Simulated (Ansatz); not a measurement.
An Ansatz input and the part of its output that reports the observables at the nuclei.

The cell is a Materials Project structure (computed, not necessarily an observed phase).

```yaml
crystal:
  lattice:
    - [2.63591123, -2.38737812, 0.0]
    - [2.63591123, 2.38737812, 0.0]
    - [0.0, 0.0, 6.58717491]
  atoms:
    - { symbol: C, position: [0.0, 0.0, 0.0] }
    - { symbol: C, position: [0.5, 0.5, 0.5] }
    - { symbol: O, position: [0.80650857, 0.19349143, 0.89184339] }
    - { symbol: O, position: [0.19349143, 0.80650857, 0.10815661] }
    - { symbol: O, position: [0.69349143, 0.30650857, 0.39184339] }
    - { symbol: O, position: [0.30650857, 0.69349143, 0.60815661] }
kpoints:
  mp_grid: { grid: [9, 9, 5] }
scf:
  occupations: { method: fermi_dirac, width: 0.01 }
hamiltonian:
  xc: pbe
  pseudopotentials: { kind: paw }
output:
  forces: true
  stress: true
  populations: true
  efg: { quadrupole_moments_barn: { O: -0.02558 }, contact_densities: true }
```

```sh
ansatz run input.yaml --threads 1 --pin off --max-ram 3072MiB --backend cpu --events-out ev --progress --plain --runs-dir out
```

Of the output, the block on the nuclei alone is shown; the set-up, the SCF iterations, energies, forces and stress are cut. One atom of each set with nearly equal values is shown.

```
--- PAW observables at the nuclei: V_zz in 10²¹ V/m², potentials from the cell's mean, atoms counted from 1 ---
  atom   1  C  V_zz =    -2.925734   η = 0.0165   by run symmetry: allowed
            electrostatic potential = -405.044110 V   contact ρ = 869.170181 e/Å³
  atom   3  O  V_zz =    +7.109655   η = 0.0316   by run symmetry: allowed   C_q = -4.3975 MHz
            electrostatic potential = -614.249163 V   contact ρ = 2159.359350 e/Å³
```

The run took 8.5 s of wall time (8.2 s of CPU time) and 0.39 GiB at its peak, on 1 thread of Arm Neoverse V1 (aarch64; 8 cores open to the job, memory cap 3.0 GiB, no GPU), a shared host with a load of 0.2 a core.
